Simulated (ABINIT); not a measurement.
The system is Sb.

```xyz
2
Lattice="2.1542 1.2437 3.7580 -2.1542 1.2437 3.7580 0.0000 -2.4875 3.7580" Properties=species:S:1:pos:R:3 pbc="T T T"
Sb    0.0000    0.0000    8.6416
Sb    0.0000    0.0000    2.6324
```

Base run:

```yaml
Program: ABINIT 10.8.3 (patched build)
Functional: AM05
Potentials_or_basis: JTH PAW PBE v2.0
Cutoff: 435 eV
k_mesh: 8 × 8 × 8
Occupations: fermi-dirac, width 0.05 eV
Spin: no spin polarisation
```

Its results: band gap on the k mesh none (metal or under the smearing width); pressure 0.0 GPa; largest force 0.085 eV/Å.

Q: After a change of settings the same cell gave: band gap on the k mesh none (metal or under the smearing width); pressure 2.7 GPa; largest force 0.083 eV/Å. Which change was it?
A. functional from AM05 to PBEsol
B. functional from AM05 to PBE; k mesh from 8 × 8 × 8 to 6 × 6 × 6
C. functional from AM05 to WC

A: B.

Caveats: the PAW data sets were made with another functional, which shifts forces and pressure a little (some runs); spin-orbit coupling is left out, which moves the levels of the heavy elements (some runs).
